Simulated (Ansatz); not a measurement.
# Nuclear-site quantities of Ca as the cell is scaled

```
Ca
1.0
    -2.24000    2.24000    2.24000
     2.24000   -2.24000    2.24000
     2.24000    2.24000   -2.24000
Ca
1
Cartesian
  0.0000 0.0000 0.0000
```

Conventional cell: a = 4.480 Å, b = 4.480 Å, c = 4.480 Å, α = 90.00°, β = 90.00°, γ = 90.00°. Ca (atom 1) is surrounded by 8 Ca at 3.88 Å.

The cell is a measured one (Crystallography Open Database entry 9011034); the temperature and pressure of the measurement aren't taken into account, and nothing was relaxed. It was measured hot, at 740 K.

Computed with DFT, PBE, all-electron PAW with datasets made for the crystal, scalar-relativistic in Ansatz 0.2.0.

Sampling and basis: a Γ-centred 10×10×10 k mesh, Fermi–Dirac smearing of 0.05 eV, cutoff 200 eV (chosen by the program for this cell), no spin polarisation.

The contact density is the mean electron density over the nuclear volume; its changes follow the s electrons' response to bonding and compression. Changes below are taken from the unscaled cell, where it is 41304.9 e/Å³ at Ca.

The datasets are made afresh for each cell, so very small changes are uncertain.

Task: Does compression raise or lower the contact density at Ca?

Result: It raises it, by 0.45 e/Å³ over the whole range.

Task: Tabulate the changes with volume.

Result: 
```csv
V/V(cell),P (GPa),Δρ(0) Ca (e/Å³)
0.9405,0.0,0.26
1.0000,-1.0,0.00
1.0600,-1.7,-0.19
```
